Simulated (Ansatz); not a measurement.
**How far is PAW off for Ir?**

```
Ir
1.0
     0.00000    1.90050    1.91970
     1.90050    0.00000    1.91970
     1.90050    1.90050    0.00000
Ir
1
Direct
  0.00000 0.00000 0.00000
```

The geometry is COD entry 9008470, unchecked; take it as a test cell. The listed cell was then made from it by scaling, straining or moving an atom.

No spin–orbit coupling, which matters for the heavy atoms here.

Methods: DFT, PBE, PAW with Ansatz's default frozen-core files, scalar-relativistic (Ansatz 0.2.0); DFT, PBE, all-electron PAW with datasets made for the crystal, scalar-relativistic (Ansatz 0.2.0); DFT, PBE, all-electron LAPW, scalar-relativistic (Ansatz 0.2.0).

For PAW: a Γ-centred 15×15×15 k mesh, Fermi–Dirac smearing of 0.05 eV, cutoff 420 eV, no spin polarisation. The crystal-made all-electron datasets (AE datasets) take a cutoff of 300 eV at this cell. LAPW targets a basis error of 0.5 meV/atom. The Ansatz runs share mesh, smearing and spin set-up. Plane-wave (PAW) pressures include the program's estimate of the Pulay term.

Stress and pressure are positive in compression.

The change that made this cell: equal xx and yy strain of -1 %.

Spin–orbit coupling is left out, which moves gradients at and beside heavy atoms by some per cent and at worst by a factor of two.

In a metal, gradients converge slowly with the k mesh: the values move by tens of per cent from one mesh to another, at times in sign, so only the comparison on one mesh counts.

| quantity | PAW | AE datasets | LAPW |
| --- | --- | --- | --- |
| pressure (GPa) | 17.24 | 17.16 | 17.15 |
| stress xx (GPa) | 18.65 | 18.56 | 18.56 |
| stress zz (GPa) | 14.43 | 14.35 | 14.35 |
| field gradient Vzz at Ir (10²¹ V/m²) | 0.79 | 0.78 | – |
